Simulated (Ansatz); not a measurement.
## Ta2Si: zone-centre modes

These are results of DFT r2SCAN, scalar-relativistic, plane waves, PAW in Ansatz 0.2.0, not measurements. The runs took a 500 eV cutoff, a Γ-centred 12×12×12 mesh and Gaussian smearing (0.15 eV). Spin–orbit coupling is left out, which can shift energies with elements as heavy as these. No spin polarisation.

Reference structure (relaxed at this level; it needn't be the usual structure):

```
Ta Si
1.0
    -3.08411    3.08411    2.52470
     3.08411   -3.08411    2.52470
     3.08411    3.08411   -2.52470
Ta Si
4 2
Direct
  0.66358 0.83642 0.50000
  0.83642 0.33642 0.17283
  0.33642 0.16358 0.50000
  0.16358 0.66358 0.82717
  0.25000 0.25000 0.00000
  0.75000 0.75000 0.00000
```

Harmonic modes by finite displacements of 0.02 Å, without the LO–TO term.

(1) At this geometry, is the structure stable against these modes?

(2) List the wavenumbers in cm⁻¹.

Results:

(1) Yes: no mode is imaginary beyond 10 cm⁻¹, and only the three translations lie near zero.

(2) 0, 0, 0, 110, 118, 118, 120, 120, 162, 166, 170, 172, 314, 408, 408, 425, 425, 435.

Cost: 1 run of about 10 core-minutes, on Oxide Virtual Turin-like Processor (Zen 5) (shared hosts).